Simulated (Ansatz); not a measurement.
**HfC (WC type): response to moved atoms and strain**

Aim: move atoms of HfC (WC type) or strain its cell, and read the forces, the stress and the rise in energy. This structure was made by substitution into a known type, so it needn't be the compound's stable form.

Program: Ansatz 0.2.0. Level of theory: DFT r²SCAN, scalar-relativistic, plane waves, PAW. These are calculated values, not measurements.

1 further run of the same task is left out (it didn't finish). Runs told in other sessions of the task aren't counted.

## Step 1: The starting structure

Symmetry: P-6m2, No. 187, hexagonal system. Conventional cell: a = 3.228 Å, b = 3.228 Å, c = 2.899 Å, α = 90.00°, β = 90.00°, γ = 120.00°. Hf (site symmetry -6m2) is surrounded by 6 C at 2.36 Å. C (site symmetry -6m2) has 6 Hf at 2.36 Å in its first shell of neighbours.

Coordinates:

```xyz
2
Lattice="3.2283 0.0000 0.0000 -1.6142 2.7958 0.0000 0.0000 0.0000 2.8990" Properties=species:S:1:pos:R:3 pbc="T T T"
Hf    0.0000    0.0000    0.0000
C     1.6142    0.9319    1.4495
```

An earlier run at r²SCAN left this cell at 13.083 Å³/atom and -0.01 GPa (12×12×12 mesh).

The changes: atom 2 (C) moved 0.2 Å along y; strain e5 = -0.02, atoms carried along; all atoms moved at random (σ = 0.15 Å), cell strained at random (1 %).

## Step 2: Atom 2 (C) moved 0.2 Å along y

File input.yaml:

```yaml
crystal:
  lattice:
    - [3.2283481484, 0.0, 0.0]
    - [-1.6141740742, 2.7958315087, 0.0]
    - [0.0, 0.0, 2.8990069144]
  atoms:
    - { symbol: Hf, position: [0.0, 0.0, 0.0] }
    - { symbol: C, position: [0.7024342012, 0.4048684024, 0.5] }
basis:
  ecutwfc: 500
  ecutrho_ratio: 4
kpoints:
  mp_grid: { grid: [12, 12, 12] }
hamiltonian:
  xc: r2scan
scf:
  occupations: { method: gaussian, width: 0.05 }
output:
  forces: true
  stress: true
  eigenvalues: true
  write_density: true
  write_potential: true
  elf: true
  volumetric_format: npy
```

Launch:

```
$ ansatz run input.yaml --threads 2 --pin off --max-ram 2662MiB --backend cpu --events-out ev --progress --plain --runs-dir out
```

Standard output, cut to the lines that bear on the results:

```text
Warning: RAYON_NUM_THREADS=2 ignored (pool sized by the plan → 2); use --threads N
[...]
Pseudopotentials: kind: paw
Pseudopotential: Hf, paw, valence charge 26, recommended cutoff 500 eV (meta_gga), Hf.paw.azcp
Pseudopotential: C, paw, valence charge 4, recommended cutoff 500 eV (meta_gga), C.paw.azcp
Functional definition: r2SCAN
[...]
Crystal: 2 atoms, lattice volume = 26.166 Å³
Basis set: ecut = 500 eV, 653 PW (Γ), exchange–correlation on 96×96×96 points (64 copies of the dense FFT grid, shifted against one another)
Bands: 19, of which v1, the nominal top of the filled ones, is band 15 counted from 1 (14 counted from 0)
Symmetry: 4 space group operations
Space group: Amm2 (ITA 38), of the structure as read, at distance tolerance 3.0e-5 Å
k-points: 301 of 1728 (time reversal used)
[...]
SCF iter   1: F=—  HF=-15985.115260 eV  |F-HF|=—  |Δ(HF+E_count)|=         —  Δρ=1.25e-2  dr2=4.01e-2  dr2_τ=1.35e-1  ethr=1.77e-3  ⟨swp⟩=5.0  Hψ=23285  notcnv=0
[...]
SCF iter   8: F=-15985.146607 eV  HF=-15985.146607 eV  |F-HF|=4.20e-8  |Δ(HF+E_count)|=   9.78e-7  Δρ=1.61e-5  dr2=8.54e-8  dr2_τ=4.64e-9  ethr=3.33e-10  ⟨swp⟩=7.0  Hψ=42046  notcnv=0
the search or the solves at the SCF's close seem to have found levels that the self-consistency loop had missed (the run counts 1). By its estimate they hold under 1e-12 electrons; where the run keeps them, the occupations were computed again with them
[...]
SCF converged after 8 iterations
Free energy (F): -15985.146607 eV
[...]
E sigma→0 (E₀):  -15985.146453 eV
Entropy (-TS):   -0.000309 eV (-0.154 meV/atom)
Fermi energy:    19.216953 eV
[...]
--- Forces (eV/Å), atoms counted from 1 ---
  atom   1  Hf     0.00000000     1.52748900     0.00000000
  atom   2  C      0.00000000    -1.52755994     0.00000000
[...]
--- Stress (GPa, compression-positive) ---
       -3.031227       0.000000       0.000000
        0.000000       2.269589       0.000000
        0.000000       0.000000      10.299900
  P = ⅓ Tr σ = 3.1794 GPa (31.794 kbar)
--- Band table (eV; the first three rows and the last of 301) ---
  k-point 0: bands = ["-43.8957", "-11.8424", "-11.7445", "-11.3966", "6.4071", "7.7076", "7.7237", "7.7530", "7.7533", "7.7657", "7.7734", "7.8105", "17.2312", "17.3379", "18.4695", "20.7485", "23.8815", "25.6033", "25.7583"]
[...]
```

Run time: 19 s. Hardware: 2 threads of Arm Neoverse V2, shared host; peak memory 0.53 GiB.

This gives: volume 13.083 Å³/atom, pressure 3.18 GPa, metallic.

Forces on the atoms, as numbers:

```
atom  x (eV/Å)  y (eV/Å)  z (eV/Å)
 Hf1     0.000     1.527     0.000
  C2     0.000    -1.528     0.000
```

The maps below are laid out on this run's own conventional cell (a, b, c = 2.899, 3.228, 5.592 Å).

Density in a lattice plane of the grid's cell (edges 2.90 and 5.59 Å, at 0.000 of the third edge), which holds Hf and C.

Ten even steps from '0' (0.08 e/Å³) to '9' (35.50 e/Å³):
```
752000000025
221000000012
000000000000
000000000000
000000000000
000000000000
000000000000
000000000000
000000000000
000000000000
000000000000
000000000000
000000000000
000000000000
000000000000
000000000000
000000000000
210000000001
752000000025
973100000137
```
Columns run along the first of these edges and rows up along the second, over one cell in 12 and 20 even steps from the bottom left corner. Atoms in the plane (fractional): Hf at (0.00, 0.00), C at (0.50, 0.30).

ELF in the same plane.

Ten even steps from '0' (0.03) to '9' (0.83):
```
999721112799
998411111489
653101110135
100001110000
000011111000
001110001110
000000000000
000000000000
001223332210
113567776531
135789998753
247999899974
347985358974
347972027974
136985358963
013799999731
443369996334
997325752379
999622322699
899731113799
```
Columns run along the first of these edges and rows up along the second, over one cell in 12 and 20 even steps from the bottom left corner. Atoms in the plane (fractional): Hf at (0.00, 0.00), C at (0.50, 0.30).

Both are smooth fields of the valence electrons: close to the nuclei they are not physical.

Maxima of ELF outside the ion cores: 0.84 beside C, off the lines to its neighbours, 0.7 Å from C; 0.81 in the shell around C, 0.7 Å from C.

## Step 3: Strain e5 = -0.02, atoms carried along

File input.yaml:

```yaml
crystal:
  lattice:
    - [3.2283481484, 0.0, -0.0322834815]
    - [-1.6141740742, 2.7958315087, 0.0161417407]
    - [-0.0289900691, 0.0, 2.8990069144]
  atoms:
    - { symbol: Hf, position: [0.0, 0.0, 0.0] }
    - { symbol: C, position: [0.6666666667, 0.3333333333, 0.5] }
basis:
  ecutwfc: 500
  ecutrho_ratio: 4
kpoints:
  mp_grid: { grid: [12, 12, 12] }
hamiltonian:
  xc: r2scan
scf:
  occupations: { method: gaussian, width: 0.05 }
output:
  forces: true
  stress: true
  eigenvalues: true
```

Launch:

```
$ ansatz run input.yaml --threads 2 --pin off --max-ram 2662MiB --backend cpu --events-out ev --progress --plain --runs-dir out
```

Standard output, cut to the lines that bear on the results:

```text
Warning: RAYON_NUM_THREADS=2 ignored (pool sized by the plan → 2); use --threads N
[...]
Pseudopotentials: kind: paw
Pseudopotential: Hf, paw, valence charge 26, recommended cutoff 500 eV (meta_gga), Hf.paw.azcp
Pseudopotential: C, paw, valence charge 4, recommended cutoff 500 eV (meta_gga), C.paw.azcp
Functional definition: r2SCAN
[...]
Crystal: 2 atoms, lattice volume = 26.164 Å³
Basis set: ecut = 500 eV, 651 PW (Γ), exchange–correlation on 96×96×96 points (64 copies of the dense FFT grid, shifted against one another)
Bands: 19, of which v1, the nominal top of the filled ones, is band 15 counted from 1 (14 counted from 0)
Symmetry: 2 space group operations
Space group: C2 (ITA 5), of the structure as read, at distance tolerance 3.0e-5 Å
k-points: 476 of 1728 (time reversal used)
[...]
SCF iter   1: F=—  HF=-15985.256100 eV  |F-HF|=—  |Δ(HF+E_count)|=         —  Δρ=1.26e-2  dr2=3.36e-2  dr2_τ=1.24e-1  ethr=1.77e-3  ⟨swp⟩=5.2  Hψ=36802  notcnv=0
[...]
SCF iter   8: F=-15985.287817 eV  HF=-15985.287817 eV  |F-HF|=1.86e-10  |Δ(HF+E_count)|=   1.94e-7  Δρ=3.02e-6  dr2=1.79e-9  dr2_τ=1.88e-10  ethr=3.33e-10  ⟨swp⟩=6.0  Hψ=44707  notcnv=0
[...]
SCF converged after 8 iterations
Free energy (F): -15985.287817 eV
[...]
E sigma→0 (E₀):  -15985.287676 eV
Entropy (-TS):   -0.000280 eV (-0.140 meV/atom)
Fermi energy:    19.111107 eV
[...]
--- Forces (eV/Å), atoms counted from 1 ---
  atom   1  Hf     0.00000000     0.00002779    -0.00000000
  atom   2  C      0.00000000    -0.00003604     0.00000000
[...]
--- Stress (GPa, compression-positive) ---
       -0.040529      -0.000000      -1.693882
       -0.000000       0.150444      -0.000000
       -1.693879      -0.000000      -0.004757
  P = ⅓ Tr σ = 0.0351 GPa (0.351 kbar)
--- Band table (eV; the first three rows and the last of 476) ---
  k-point 0: bands = ["-43.9075", "-11.7968", "-11.7964", "-11.3871", "6.4018", "7.6966", "7.7158", "7.7428", "7.7430", "7.7489", "7.7494", "7.7924", "17.4203", "17.4204", "18.0779", "20.9103", "24.5927", "25.5979", "25.6136"]
[...]
```

Run time: 22 s. Hardware: 2 threads of Arm Neoverse V2, shared host; peak memory 0.64 GiB.

In short: volume 13.082 Å³/atom, pressure 0.04 GPa, no gap.

## Step 4: All atoms moved at random (σ = 0.15 Å), cell strained at random (1 %)

File input.yaml:

```yaml
crystal:
  lattice:
    - [3.2582277332, 0.0044483358, -0.0398491164]
    - [-1.6252614948, 2.810524491, 0.0675242667]
    - [-0.0357838928, 0.0493562947, 2.9732088859]
  atoms:
    - { symbol: Hf, position: [-0.0441796321, -0.0048716768, -0.0640655677] }
    - { symbol: C, position: [0.7108462988, 0.3382050101, 0.5640655677] }
basis:
  ecutwfc: 500
  ecutrho_ratio: 4
kpoints:
  mp_grid: { grid: [12, 12, 12] }
hamiltonian:
  xc: r2scan
scf:
  occupations: { method: gaussian, width: 0.05 }
output:
  forces: true
  stress: true
  eigenvalues: true
```

Launch:

```
$ ansatz run input.yaml --threads 2 --pin off --max-ram 2662MiB --backend cpu --events-out ev --progress --plain --runs-dir out
```

Standard output, cut to the lines that bear on the results:

```text
Warning: RAYON_NUM_THREADS=2 ignored (pool sized by the plan → 2); use --threads N
[...]
Pseudopotentials: kind: paw
Pseudopotential: Hf, paw, valence charge 26, recommended cutoff 500 eV (meta_gga), Hf.paw.azcp
Pseudopotential: C, paw, valence charge 4, recommended cutoff 500 eV (meta_gga), C.paw.azcp
Functional definition: r2SCAN
[...]
Crystal: 2 atoms, lattice volume = 27.236 Å³
Basis set: ecut = 500 eV, 685 PW (Γ), exchange–correlation on 96×96×96 points (64 copies of the dense FFT grid, shifted against one another)
Bands: 19, of which v1, the nominal top of the filled ones, is band 15 counted from 1 (14 counted from 0)
Symmetry: 1 space group operations
Space group: P1 (ITA 1), of the structure as read, at distance tolerance 3.0e-5 Å
k-points: 868 of 1728 (time reversal used)
[...]
SCF iter   1: F=—  HF=-15984.798182 eV  |F-HF|=—  |Δ(HF+E_count)|=         —  Δρ=1.41e-2  dr2=6.06e-2  dr2_τ=1.63e-1  ethr=1.77e-3  ⟨swp⟩=5.0  Hψ=66552  notcnv=0
[...]
SCF iter   7: F=-15984.825528 eV  HF=-15984.825528 eV  |F-HF|=1.09e-7  |Δ(HF+E_count)|=   8.91e-7  Δρ=2.18e-5  dr2=7.03e-8  dr2_τ=1.58e-8  ethr=3.33e-10  ⟨swp⟩=4.0  Hψ=76638  notcnv=0
[...]
SCF converged after 7 iterations
Free energy (F): -15984.825528 eV
[...]
E sigma→0 (E₀):  -15984.825527 eV
Entropy (-TS):   -0.000001 eV (-0.001 meV/atom)
Fermi energy:    18.507194 eV
[...]
--- Forces (eV/Å), atoms counted from 1 ---
  atom   1  Hf     2.74478701    -1.10394729     2.01499066
  atom   2  C     -2.74468009     1.10390488    -2.01505003
[...]
--- Stress (GPa, compression-positive) ---
        9.228430      -8.995291      13.231984
       -8.995290       9.049771      -5.381195
       13.231983      -5.381195       7.408297
  P = ⅓ Tr σ = 8.5622 GPa (85.622 kbar)
--- Band table (eV; the first three rows and the last of 868) ---
  k-point 0: bands = ["-44.7141", "-12.6936", "-12.5868", "-12.4170", "5.7558", "6.8821", "6.8949", "6.9125", "6.9195", "6.9338", "6.9642", "7.0476", "15.8179", "16.1464", "16.5887", "21.7405", "22.7686", "23.3531", "24.6126"]
[...]
```

It took 38 s on 2 threads of Arm Neoverse V2, shared host; peak memory 0.87 GiB.

Result: volume 13.618 Å³/atom, pressure 8.56 GPa, mesh gap 0.20 eV.

Forces on the atoms, as numbers:

```
atom  x (eV/Å)  y (eV/Å)  z (eV/Å)
 Hf1     2.745    -1.104     2.015
  C2    -2.745     1.104    -2.015
```

## Step 5: Results

| change | change of free energy (meV/atom) | largest force (eV/Å) | largest change of stress (GPa) |
| --- | --- | --- | --- |
| atom 2 (C) moved 0.2 Å along y | 69.19 | 1.528 | 10.40 |
| strain e5 = -0.02, atoms carried along | -1.41 | 0.000 | 1.69 |
| all atoms moved at random (σ = 0.15 Å), cell strained at random (1 %) | 229.73 | 3.579 | 13.23 |

Moving atom 2 by 0.20 Å meets a restoring force of 1.528 eV/Å along the move, a force constant of about 7.6 eV/Å². Under e5 = -0.02 the matching stress changes by -1.69 GPa (compression positive), while the largest change is -1.69 GPa in component xz. The stress drives this strain further, which points to an instability. A distortion lowers the energy, so the starting cell or its electronic state is no minimum. Spin–orbit coupling is left out, though the cell holds Hf; in elements this heavy it can shift levels and gaps by tenths of an eV.
